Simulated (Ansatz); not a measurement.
## Al2O3, space group P-3m1: a calculation of the elastic constants

Run with the Ansatz DFT code, driven from Python.

`al2o3_elastic.py`
```python
"""Elastic constants of Al2O3."""

from dataclasses import replace

import ansatz
from ase import Atoms
import numpy as np

atoms = Atoms(
    ["Al", "Al", "O", "O", "O"],
    scaled_positions=[
        (0.0, 0.0, 0.277951),
        (0.0, 0.0, 0.722049),
        (1 / 3, 2 / 3, 0.199454),
        (2 / 3, 1 / 3, 0.800546),
        (0.0, 0.0, 0.5),
    ],
    cell=[
        (3.017483, 0.0, 0.0),
        (-1.508741, 2.613217, 0.0),
        (0.0, 0.0, 7.574636),
    ],
    pbc=True,
)
al2o3 = ansatz.Crystal.from_ase(atoms)

model = al2o3.calculation()
model = model.functional("pbesol", dispersion="D4")
model = model.occupations("fixed").kpoints(12, 12, 4)
# relax, then strain
rest = model.relax(cell=True).run().lattice
relaxed = ansatz.Crystal(lattice=ansatz.Lattice.of(rest.cell_ang))
for site in rest.sites:
    relaxed = relaxed.atom(site.symbol, site.position_frac)
model = replace(model, crystal=relaxed)
print("relaxed volume {:.3f} A^3".format(abs(np.linalg.det(rest.cell_ang))))
done = model.elastic("clamped_ion").run()
elastic = done.elastic

print(np.array2string(np.round(elastic.c_gpa, 1) + 0.0, suppress_small=True))
print("Voigt stress of the unstrained cell (GPa, tension positive):", np.round(elastic.sigma0_gpa, 3) + 0.0)
print("smallest eigenvalue of C:", round(elastic.stability.min_eigenvalue_gpa, 1), "GPa; tensor positive definite:", elastic.stability.min_eigenvalue_gpa > 0)
# averaged moduli need a positive definite tensor
if elastic.stability.min_eigenvalue_gpa > 0:
    for name, value in elastic.moduli.to_plain().items():
        print(f"{name:14s} {value:9.3f}")
```

```console
$ python al2o3_elastic.py
DeckWarning: basis.ecutwfc = 420 eV, auto-derived from the records' recommended cutoffs: set by Al (normal level)
relaxed volume 56.746 A^3
[[358.8 102.1  21.3  50.6   0.    0. ]
 [102.1 358.8  21.3 -50.6   0.    0. ]
 [ 21.4  21.4 566.4   0.    0.    0. ]
 [ 50.6 -50.6   0.   42.2   0.    0. ]
 [  0.    0.    0.    0.   42.2  50.6]
 [  0.    0.    0.    0.   50.6 128.3]]
Voigt stress of the unstrained cell (GPa, tension positive): [0.001 0.001 0.011 0.    0.    0.   ]
smallest eigenvalue of C: 18.8 GPa; tensor positive definite: True
k_voigt_gpa      174.836
k_reuss_gpa      172.466
k_hill_gpa       173.651
g_voigt_gpa      118.493
g_reuss_gpa       40.462
g_hill_gpa        79.477
youngs_gpa       206.871
poisson            0.301
```
(Warnings from the package without file and line.)

The Fermi level of a run with fixed occupations marks the highest occupied state on its mesh, not mid-gap. A positive definite tensor excludes instabilities under uniform strain alone; phonons elsewhere in the zone can still be imaginary. These are clamped-ion constants: where atoms have free coordinates under strain, the relaxed-ion ones can be far smaller or negative, so this tensor doesn't settle whether the crystal is stable. The structure comes from a database of computed cells and needn't be a stable or known phase. The constants belong to the cell that was strained; where it wasn't relaxed first it may be under stress. Finished in 120 s on 1 thread of Intel(R) Xeon(R) Processor @ 2.30GHz, on a shared host, peak memory 0.71 GiB.

(A comment or docstring line of the script was reworded after the run, the code is as it ran.)
